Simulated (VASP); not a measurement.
A run of VASP 6.6.1 is set up as follows.

Contents of INCAR:

```
PREC     = Accurate       # precision mode
ENCUT    = 520            # plane-wave cutoff, eV
EDIFF    = 1E-7           # SCF threshold, eV
ISMEAR   = -1             # smearing method
SIGMA    = 0.05           # smearing width, eV
LREAL    = F              # projectors in reciprocal space
LASPH    = T              # aspherical terms in the spheres
NELM     = 80             # most SCF steps
ALGO     = Normal         # electronic algorithm
ISIF     = 2              # what is computed and relaxed
LWAVE    = F              # write WAVECAR
LCHARG   = F              # write CHGCAR
GGA      = PE             # functional
NBANDS   = 17             # bands
```

Contents of KPOINTS:

```
regular mesh
0
Gamma
  11 11 6
```

The input POSCAR:

```
Pd
1.0
    2.7836650458      0.0000000000      0.0000000000
   -1.3918325229      2.4107246453      0.0000000000
    0.0000000000      0.0000000000      4.6288930000
Pd
2
Direct
    0.3285010000      0.6916820000      0.2409910000
    0.6692900000      0.3439870000      0.7587270000
```

Potentials or basis: VASP PAW PBE potentials, release 64 (Pd).

Command:

```sh
$ cat potpaw_PBE.64/Pd/POTCAR > POTCAR
$ mpirun -np 1 vasp_std > vasp.out
```

Q: What does it give for the pressure?

A: -0.9 GPa.

Q: Estimate the largest force.

A: 0.666 eV/Å.

Forces on the atoms (eV/Å):
```
Pd   0.032 -0.032  0.664
Pd  -0.032  0.032 -0.664
```
